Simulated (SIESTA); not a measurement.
**SnSe under changes of volume**

One of the cells (27.271 Å³/atom); the others are scaled copies at fixed shape and fractional positions:

```
Sn Se
1.0
     0.00000    3.01000    3.01000
     3.01000    0.00000    3.01000
     3.01000    3.01000    0.00000
Sn Se
1 1
Direct
  0.00000 0.00000 0.00000
  0.50000 0.50000 0.50000
```

Measurements of this composition are mostly on another form, of space group No. 62.

```yaml
Program: SIESTA 5.4.2
Functional: LDA
Potentials_or_basis: PseudoDojo 0.4 standard (LDA files)
Basis: DZP (energy shift 0.003 Ry; two zetas on semicore shells)
Grid_cutoff: 500 Ry
Energy_shift: 0.003 Ry
k_mesh: 8 × 8 × 8
Occupations: fermi-dirac, width 0.05 eV
Spin: no spin polarisation
```

```csv
volume (Å³/atom),energy over the lowest point (meV/atom),pressure (GPa),gap on the mesh (eV)
25.635,4.60,2.1,0.78
26.180,0.05,0.6,0.70
26.725,0.00,-0.6,0.61
27.271,4.10,-1.8,0.52
27.816,?,?,?
28.362,23.04,-3.7,0.35
28.907,37.13,-4.5,0.28
```

Task: What does the run at 27.816 Å³/atom give?

Result: Energy over the lowest point 11.96 meV/atom; pressure -2.8 GPa; gap on the mesh 0.43 eV.

Worked out: A Birch-Murnaghan fit of order 3 (a polynomial in V^(-2/3)) to the other rows has its minimum at 26.45 Å³/atom with B0 = V·E''(V) = 62 GPa and B' = 4.1. It gives 11.89 meV/atom at 27.816 Å³/atom, against the run's 11.96, and -dE/dV = -2.8 GPa, against -2.8. A straight line through the other rows of the gap, of slope -4.23 eV per unit of ln V, gives 0.44 eV, against the run's 0.43.

Energies are extrapolated to zero smearing.

Caveats: spin-orbit coupling is left out, which moves the levels of the heavy elements; the basis of atomic orbitals isn't converged, which shifts pressures, moduli and gaps.

A mesh can miss the band edges.
